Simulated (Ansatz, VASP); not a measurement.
**One calculation of Ga, two programs**

```xyz
2
Lattice="2.7784 0.0000 0.0000 0.0000 3.2816 0.0000 -1.3434 0.0000 3.9903" Properties=species:S:1:pos:R:3 pbc="T T T"
Ga   -0.6607    2.4612    3.0732
Ga    2.0957    0.8204    0.9171
```

Alike in both runs: functional PBEsol; k mesh 8 × 6 × 5; occupations fermi-dirac, width 0.05 eV; no spin polarisation.

```csv
,VASP,Ansatz
version,VASP 6.6.1,Ansatz 0.2.0
potentials or method,"VASP PAW PBE potentials, release 64 (Ga_d), cutoff 520 eV","all-electron LAPW, scalar-relativistic"
task,single point,band structure
```

Ansatz gave:

| Property | Result |
| --- | --- |
| gap on the k mesh at the Fermi level (eV) | none |
| pressure (GPa) | -0.5 |
| largest component of the traceless stress (GPa) | 2.87 |
| rms of the force components (eV/Å) | 0.085 |

What did VASP give for the same quantities?

gap on the k mesh at the Fermi level (eV): none; pressure (GPa): -0.5; largest component of the traceless stress (GPa): 2.84; rms of the force components (eV/Å): 0.085.

Atom by atom the forces differ by 0.001 eV/Å (rms over components). A gap of «none» marks a metal or a gap that the smearing closes. Ansatz ran all-electron here, so the differences hold the error of VASP's frozen core and of both bases.

Caveats: the PAW data sets were made with another functional, which shifts forces and pressure a little (VASP); the k mesh is thin for a metal, which can move the energy by tens of meV per atom (Ansatz).
